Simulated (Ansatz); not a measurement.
Set up this calculation in Ansatz 0.2.0, as the native input.

- Task: phonons
- Functional: PBEsol
- Potentials or basis: Ansatz PAW
- Cutoff: 420 eV (not typed: the program's choice for these potentials)
- k mesh: 10 × 10 × 10
- Occupations: fermi-dirac, width 0.05 eV
- Spin: no spin polarisation
- q mesh: 2 × 2 × 2
- Path: [["G", "H", "N", "G", "P", "H"], ["P", "N"]]
- Points for each segment of the path: 8

The system is Zn.

```
CELL_PARAMETERS angstrom
-1.56904 1.56904 1.56904
1.56904 -1.56904 1.56904
1.56904 1.56904 -1.56904
ATOMIC_POSITIONS crystal
Zn 0.00000 0.00000 0.00000
```

This isn't the form of Zn at room conditions, which is hcp.

The input as run:

input.yaml

```yaml
crystal:
  lattice:
    - [-1.569037, 1.569037, 1.569037]
    - [1.569037, -1.569037, 1.569037]
    - [1.569037, 1.569037, -1.569037]
  atoms:
    - { symbol: Zn, position: [0.0, 0.0, 0.0] }
hamiltonian:
  xc: pbesol
  pseudopotentials: { kind: paw }
kpoints:
  mp_grid: { grid: [10, 10, 10] }
scf:
  occupations: { method: fermi_dirac, width: 0.05 }
phonons:
  method: dfpt
  qmesh: [2, 2, 2]
  temperatures: { t_max: 1000, t_step: 100 }
  qpath:
    path:
      - [[0.0, 0.0, 0.0], [0.5, -0.5, 0.5], [0.0, 0.0, 0.5], [0.0, 0.0, 0.0], [0.25, 0.25, 0.25], [0.5, -0.5, 0.5]]
      - [[0.25, 0.25, 0.25], [0.0, 0.0, 0.5]]
    npoints: 8
```

Potentials or basis: Ansatz PAW.

Command:

```console
$ ansatz run input.yaml --threads 2 --pin off --max-ram 5632MiB --backend cpu --events-out ev --progress --plain --runs-dir out
```

It gave:

```yaml
Band_gap_on_the_k_mesh: none (metal or under the smearing width)
Highest_phonon_frequency: 138 cm⁻¹
Most_unstable_mode: 72i cm⁻¹
```

Caveat: some modes are imaginary; the q mesh is small, so phonon branches between its points and thermal values are rough.

Run time: 6 s on 2 threads of Arm Neoverse V2, on a shared host, peak memory 0.4 GiB.
